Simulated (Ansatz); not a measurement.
## SnO2 in Ansatz: the effect of functional

Crystal: SnO2.

```
CELL_PARAMETERS angstrom
1.60624 0.92736 4.76837
-1.60624 0.92736 4.76837
0.00000 -1.85473 4.76837
ATOMIC_POSITIONS crystal
Sn 0.50000 0.50000 0.50000
O 0.76283 0.76283 0.76283
O 0.23717 0.23717 0.23717
```

Measurements of this composition are mostly on another form, of space group No. 136.

The cell isn't the ideal one: volume scaled by 0.98.

Alike in all runs:

- Program: Ansatz 0.2.0
- Task: single point
- Potentials or basis: Ansatz PAW
- k mesh: 10 × 10 × 10
- Occupations: fermi-dirac, width 0.05 eV
- Spin: no spin polarisation

```csv
functional,cutoff,gap on the mesh (eV),pressure (GPa),largest force (eV/Å)
PBEsol,420 eV (not typed: the program's choice for these potentials),?,?,?
r2SCAN,500 eV (not typed: the program's choice for these potentials),2.58,-4.3,0.41
LDA,420 eV (not typed: the program's choice for these potentials),1.90,-6.5,0.47
```

**Question.** What does the run with functional PBEsol give?

**Answer.** gap on the mesh 1.99 eV; pressure -2.3 GPa; largest force 0.18 eV/Å.

Caveats: spin-orbit coupling is left out, which moves the levels of the heavy elements; the PAW data sets come from PBE, with cores solved anew for the run's functional, which leaves a small shift of forces and pressure.

A k mesh can miss the band edges.
